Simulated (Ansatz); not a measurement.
## ZnS: the gap against volume

ZnS, P3m1, a = 3.848 Å, c = 31.449 Å. This isn't the usual stable structure of the compound. Ansatz: PBE, PAW, 420 eV, Γ-centred 12×12×1 mesh on 20 atoms, Gaussian smearing 0.02 eV; no spin polarisation. Shape and atoms are relaxed at each volume; x = ln(V/V0) with V0 = 20.167 Å³/atom. The gap is read at the mesh points alone.

```tsv
x	gap y (eV)
-0.1278	?
-0.0943	2.442
-0.0619	2.298
-0.0305	2.159
0.0000	2.026
0.0296	1.900
0.0583	1.779
0.0953	1.625
```

Task: Fit a straight line to the other rows, give the volume deformation potential of the gap and its pressure coefficient, and predict the missing gap. B0 = 69.4 GPa.

Result: Means x = -0.0005000, y = 2.0327; Σ(Δx)² = 0.02701, ΣΔxΔy = -0.1164; the slope is their ratio. y = 2.0306 − 4.3112 x. The slope is the deformation potential a = dE_g/d ln V = -4.31 eV, and dE_g/dP = −a/B0 = 62.1 meV/GPa. At x = -0.1278 the fit asked for gives 2.582 eV. The run gave 2.593 eV, so the fit is 0.011 eV too low, 1.1 % of the span of the series, against an rms of 0.004 eV on the fitted rows. The row lies outside the fitted range. With a term in x² added, a fit to the same known rows predicts 2.594 eV, so most of the miss is curvature that the known rows already hold.

Semilocal functionals give gaps under the measured ones; changes of the gap mostly carry over better.

Cost: 8 runs of about 61 core-minutes in all, on Intel Xeon Processor @ 2.50GHz (Skylake/Cascade Lake) (shared hosts).